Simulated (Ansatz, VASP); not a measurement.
**One calculation of Pb, two programs**

The input INCAR:

```
SYSTEM = Pb
ALGO = Fast
EDIFF = 1E-7
EDIFFG = -0.01
ENCUT = 600
GGA = PS
IBRION = 2
ISIF = 3
ISMEAR = -1
IVDW = 12
LASPH = .TRUE.
LCHARG = .FALSE.
LREAL = .FALSE.
LWAVE = .FALSE.
NELM = 60
NSW = 60
PREC = Accurate
SIGMA = 0.05
```

Contents of KPOINTS:

```
k-points
0
G
  9 9 9
  0 0 0
```

Contents of POSCAR:

```
Pb
1.0
    0.0000000000      2.4750200000      2.4750200000
    2.4750200000      0.0000000000      2.4750200000
    2.4750200000      2.4750200000      0.0000000000
Pb
1
Direct
    0.0000000000      0.0000000000      0.0000000000
```

Contents of input.yaml:

```yaml
crystal:
  lattice:
    - [0.0, 2.47502, 2.47502]
    - [2.47502, 0.0, 2.47502]
    - [2.47502, 2.47502, 0.0]
  atoms:
    - { symbol: Pb, position: [0.0, 0.0, 0.0] }
hamiltonian:
  xc: pbesol
  pseudopotentials: { kind: paw }
  dispersion: d3bj
kpoints:
  mp_grid: { grid: [9, 9, 9] }
scf:
  occupations: { method: fermi_dirac, width: 0.05 }
output:
  forces: true
  stress: true
  eigenvalues: true
relax:
  f_tol: 0.01
  max_steps: 40
  cell: { stress_tol: 0.05 }
```

Alike in both runs: task relaxation of cell and atoms; functional PBEsol; dispersion D3(BJ); k mesh 9 × 9 × 9; occupations fermi-dirac, width 0.05 eV; no spin polarisation.

|  | VASP | Ansatz |
| --- | --- | --- |
| version | VASP 6.6.1 | Ansatz 0.2.0 |
| potentials or method | VASP PAW PBE potentials, release 64 (Pb_d) | Ansatz PAW |
| plane-wave cutoff (eV) | 600 | 420 |
| valence electrons in the cell | 14 | 14 |

```tsv
	VASP	Ansatz	Ansatz less VASP
gap on the k mesh at the Fermi level, each at its own relaxed structure (eV)	none	none	-
relaxed volume (Å³/atom)	28.50	28.50	+0.004
relaxed cell length with the largest relative difference (Å)	3.429	3.429	+0.0002
energy change over the relaxation (meV/atom)	-18	-18	0.0
```

A gap of «none» marks a metal or a gap that the smearing closes.

Caveats: pairwise dispersion overbinds metals, which lowers pressure and volume; the PAW data sets were made with another functional, which shifts forces and pressure a little (VASP); the plane-wave basis is chosen anew once the cell has moved, so the energies of steps on either side of that aren't comparable (Ansatz); the PAW data sets come from PBE, with cores solved anew for the run's functional, which leaves a small shift of forces and pressure (Ansatz). Spin-orbit coupling is left out, which matters for the levels of Pb.
